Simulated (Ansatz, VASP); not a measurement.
# Cross-check of CdSe between VASP and Ansatz

Wanted: the spread between two codes on one cell, functional and k mesh.

Calculated with Ansatz 0.2.0; plane waves, with VASP 6.6.1 beside it; G0W0 gap at PBE.

## (1) The structure

It takes space group F-43m (No. 216, cubic). The conventional cell has a = 6.141 Å, b = 6.141 Å, c = 6.141 Å, α = 90.00°, β = 90.00°, γ = 90.00°. Cd has 4 Se at 2.66 Å nearest. Nearest to Se lie 4 Cd at 2.66 Å. Farther neighbours and most contacts between anions are not listed.

## (2) Ansatz: G0W0 gap, PBE

Ansatz runs on its default PAW (the set named soft_2) files.

Quasiparticle shifts depend on high empty states and on the cores, so they are the hardest test of two PAW sets.

input.yaml reads:

```yaml
crystal:
  lattice:
    - [0.0, 3.0702711986, 3.0702711986]
    - [3.0702711986, 0.0, 3.0702711986]
    - [3.0702711986, 3.0702711986, 0.0]
  atoms:
    - { symbol: Cd, position: [0.0, 0.0, 0.0] }
    - { symbol: Se, position: [0.25, 0.25, 0.25] }
hamiltonian:
  xc: pbe
  pseudopotentials: { kind: paw }
kpoints:
  mp_grid: { grid: [4, 4, 4] }
scf:
  occupations: { method: fixed }
gw:
  n_empty_bands: 167
  ecut_chi: 120.0
  qp_bands: [v2, c2]
  qp_kpoints: band_edges
  screening: { model: contour_deformation }
```

The run is started by

```
> ansatz run input.yaml --threads 4 --pin off --max-ram 9216MiB --backend cpu --events-out ev --progress --plain --runs-dir out
```

Numbers of over 12 decimals in the logs are rounded to 6 here.

The log of the run:

```text
Engine: ansatz 0.2.0, x86_64-unknown-linux-gnu
Pseudopotentials: kind: paw
Pseudopotential: Cd, paw, valence charge 20, recommended cutoff 420 eV (normal), Cd.paw.azcp
Pseudopotential: Se, paw, valence charge 16, recommended cutoff 420 eV (normal), Se.paw.azcp
Functional definition: PBE
  parameter kappa = 0.804
  parameter beta = 0.066725
  exchange = pbe_x(kappa = kappa, mu = beta*pi^2/3)
  correlation = pbe_c(beta = beta)
Crystal: 2 atoms, lattice volume = 57.884 Å³
Basis set: ecut = 420 eV, 1139 PW (Γ)
Bands: 22, of which v1, the nominal top of the filled ones, is band 18 counted from 1 (17 counted from 0)
Symmetry: 24 space group operations
Space group: F-43m (ITA 216), of the structure as read, at distance tolerance 3.9e-5 Å
k-points: 8 of 64 (time reversal used)
Non-local potential: Cd, projectors of the file, l = 0: 3, l = 1: 2, l = 2: 2, l = 3: 1
Non-local potential: Se, projectors of the file, l = 0: 2, l = 1: 2, l = 2: 3, l = 3: 1
PAW form: soft (Blöchl's): semilocal exchange-correlation on the pseudo side does not see the compensation charge
PAW one-centre angular grid: Cd, 590 points (default); XC on 64 Gauss nodes
PAW one-centre angular grid: Se, 590 points (default); XC on 64 Gauss nodes
Initial density: superposition of atomic densities (neutral atoms: chi_scale 0, normalization atom), corrected by the library's trained network
Initial wavefunctions: pseudopotential atomic-orbital guess
Functional: x = pbe(κ = 0.804, μ = 0.219515), c = pbe(β = 0.066725)
SCF iter   1: F=—  HF=-13724.742515 eV  |F-HF|=—  |Δ(HF+E_count)|=         —  Δρ=3.49e-4  dr2=4.95e-5  ethr=1.77e-3  ⟨swp⟩=4.6  Hψ=640  notcnv=0  defer=14
preconditioner: auto → none  [insulator: Δε(μ)=0.536 eV  Ē_g=12.000 eV  n_scr=14 (ndim 8)  ℏωp=20.7 eV  f_vac=0.215  ε∞_Penn≈4.0]
SCF iter   2: F=—  HF=-13724.743278 eV  |F-HF|=—  |Δ(HF+E_count)|=   7.63e-4  Δρ=1.76e-4  dr2=9.37e-6  ethr=1.37e-7  ⟨swp⟩=3.0  Hψ=442  notcnv=0  defer=13
SCF iter   3: F=—  HF=-13724.743315 eV  |F-HF|=—  |Δ(HF+E_count)|=   3.70e-5  Δρ=8.09e-5  dr2=1.88e-6  ethr=2.60e-8  ⟨swp⟩=2.0  Hψ=260  notcnv=0  defer=13
SCF iter   4: F=—  HF=-13724.743329 eV  |F-HF|=—  |Δ(HF+E_count)|=   1.45e-5  Δρ=1.82e-5  dr2=1.56e-7  ethr=5.22e-9  ⟨swp⟩=2.0  Hψ=257  notcnv=0  defer=14
iter 5 did not close the SCF: its close was put off for the readings that it lacked (scf_convergence_deferred on its scf_iter line)
SCF iter   5: F=-13724.743330 eV  HF=-13724.743330 eV  |F-HF|=2.01e-8  |Δ(HF+E_count)|=   8.89e-7  Δρ=6.03e-6  dr2=2.09e-8  ethr=4.34e-10  ⟨swp⟩=2.0  Hψ=248  notcnv=0  defer=16
SCF iter   6: F=-13724.743330 eV  HF=-13724.743330 eV  |F-HF|=1.75e-10  |Δ(HF+E_count)|=   3.06e-8  Δρ=3.08e-6  dr2=4.92e-9  ethr=5.82e-11  ⟨swp⟩=4.2  Hψ=668  notcnv=0
SCF 1 converged in 6 iterations: F = -13724.743330 eV  dr2 = 4.92e-9
  greatest PAW one-centre occupation: 1.000 electrons in one spin orbital (limit 2), on the Cd atom at site 0 (counted from 0), in its partial waves of l = 0
NSCF: frozen V_eff on 8 k-points
G₀W₀ screening: q 1/8
G₀W₀ screening: q 2/8 (q-point 5)
G₀W₀ screening: q 3/8 (q-point 6)
G₀W₀ screening: q 4/8 (q-point 2)
G₀W₀ screening: q 5/8 (q-point 4)
G₀W₀ screening: q 6/8 (q-point 8)
G₀W₀ screening: q 7/8 (q-point 3)
G₀W₀ screening: q 8/8 (q-point 7)
G₀W₀ self-energy: k 1/5
G₀W₀ self-energy: k 2/5
G₀W₀ self-energy: k 3/5
G₀W₀ self-energy: k 4/5
G₀W₀ self-energy: k 5/5
NSCF: frozen V_eff on 1 k-points
SCF converged after 6 iterations
Free energy (F): -13724.743330 eV
Harris-Foulkes:  -13724.743330 eV  (|F-HF|=1.75e-10)
Internal energy: -13724.743330 eV  (E = F + TS)
E sigma→0 (E₀):  -13724.743330 eV
Fermi energy:    7.098615 eV
--- Per-component energies (eV) ---
  E_band       = -901.430563
  E_kinetic    = 623.575646
  E_local      = -6442.594960  (includes V_loc(G=0)·N_el)
  E_nonlocal   = -562.243531
  E_hartree    = 3060.468811
  E_xc         = -280.876841
  E_vxc        = -319.698035  (∫ρ·V_xc dr)
  E_paw        = -5994.785492  (= ΣΔE_a)
  E_vpaw       = -321.405160  (= ΣTr[D̂ρ^β])
  E_aug_tail   = -0.000610  (compensation charges beyond the density's cutoff)
  E_ewald      = -4128.286353
  E_smearing   = -0.000000  (= −TS)
  E_closure    = -0.000000  (closes the sum)
  Σ components = -13724.743330   (vs F -13724.743330, Δ=0.00e0)
--- Band table (eV; the first three rows and the last of 8) ---
  k-point 0: bands = [... 14 lower, -0.4236, 7.0986, 7.0986, 7.0986, 7.6339, 13.0195, 13.0195, 13.0195]
  k-point 1: bands = [... 14 lower, -0.4215, 4.5009, 6.7178, 6.7178, 9.3313, 13.0008, 13.5228, 13.5228]
  k-point 2: bands = [... 14 lower, -0.1477, 2.8709, 6.3884, 6.3884, 9.4430, 13.5256, 13.5256, 14.4143]
  k-point 7: bands = [... 14 lower, 0.0272, 3.2396, 4.9694, 5.0065, 11.9995, 12.3059, 13.4992, 14.6939]
--- G₀W₀: contour deformation, 8 samples at zero and on the imaginary axis and 3 off it, 64 q-points, 167 empty bands' worth ---
  eigenvalues of the whole cell's RPA ε∞ on this k-mesh (on a slab, of 1 + 4πα/V) = 51.9453, 51.9453, 51.9453; static W/v taken at q = 0 is 0.019251
  bands read: the sum over 185 bands ends inside a degenerate multiplet in 1 slot, whose members it reads at an even weight; the widest, k=2: bands 185 to 186 (counted from 1) at 1/2 each
  gw.qp_kpoints: band_edges: 5 of 8 stored k-points solved, in 1 pass; an edge of the gap read off the rows below is read off those points alone
    valence top: of the k-points left out ik 5 came nearest to being solved in a further pass, in band 18 (counted from 1, as in the quasiparticle table): it holds the edge there only if its correction is more favourable than any solved in that band by at least 0.733 eV; those differ by 0.115 eV
    conduction bottom: of the k-points left out ik 4 came nearest to being solved in a further pass, in band 19 (counted from 1, as in the quasiparticle table): it holds the edge there only if its correction is more favourable than any solved in that band by at least 2.951 eV; those differ by 0.235 eV
    ik  band        ε_KS         Σx   Σc(E_QP)       V_xc       Z   E_QP_lin       E_QP  E_QP is
     0    17      7.0986   -19.7555     2.0997   -17.1522  0.7102     6.5699     6.5950  root
     0    18      7.0986   -19.7555     2.0997   -17.1522  0.7102     6.5699     6.5950  root
     0    19      7.6339    -8.8696    -3.7042   -12.6187  0.7408     7.6790     7.6788  root
     0    20     13.0195    -6.4480    -4.4451   -11.0017  0.7228    13.1288    13.1280  root
     1    17      6.7178   -19.1502     2.1812   -16.4381  0.7075     6.1554     6.1869  root
     1    18      6.7178   -19.1502     2.1812   -16.4381  0.7075     6.1554     6.1869  root
     1    19      9.3313    -8.9105    -3.8713   -12.8695  0.7330     9.4194     9.4190  root
     1    20     13.0008    -7.1297    -4.4415   -11.6197  0.7140    13.0495    13.0492  root
     2    17      6.3884   -18.6812     2.2684   -15.8515  0.7043     5.7971     5.8272  root
     2    18      6.3884   -18.6812     2.2684   -15.8515  0.7043     5.7971     5.8272  root
     2    19      9.4430    -8.1707    -4.0010   -12.2765  0.7372     9.5484     9.5477  root
     2    20     13.5256    -6.4737    -4.4499   -11.0016  0.7204    13.6039    13.6036  root
     3    17      6.1195   -18.2739     2.3110   -15.3881  0.7017     5.5124     5.5446  root
     3    18      6.1195   -18.2739     2.3110   -15.3881  0.7017     5.5124     5.5446  root
     3    19     10.3145    -9.4202    -3.9534   -13.4726  0.7248    10.4141    10.4135  root
     3    20     11.3198    -6.4870    -4.1228   -10.6414  0.7349    11.3514    11.3514  root
     6    17      5.3401   -17.2275     2.5440   -14.0653  0.6909     4.6816     4.7218  root
     6    18      5.3401   -17.2275     2.5440   -14.0653  0.6909     4.6816     4.7218  root
     6    19     10.2803    -5.9616    -3.7186    -9.5499  0.7447    10.1510    10.1499  root
     6    20     10.8217    -8.5976    -4.1082   -12.8418  0.7298    10.9589    10.9577  root
```

Elapsed: 12 s, on 4 threads of Intel Xeon Platinum 8488C (Sapphire Rapids), shared host; peak memory 0.73 GiB.

(Continued in part 2 of 2.)

[Lines on the potential files, build, host, timing and source positions are cut from VASP's logs without a mark.]

[Logs are printed without paths, hosts, clocks, repeated set-up lines and the standing remarks that a program may print on its own settings, such as how far it seeks lower states.]

[Hosts, paths, dates, database ids (printed as entryN), source tags and the programs' standing remarks are cut or masked in the printed files.]
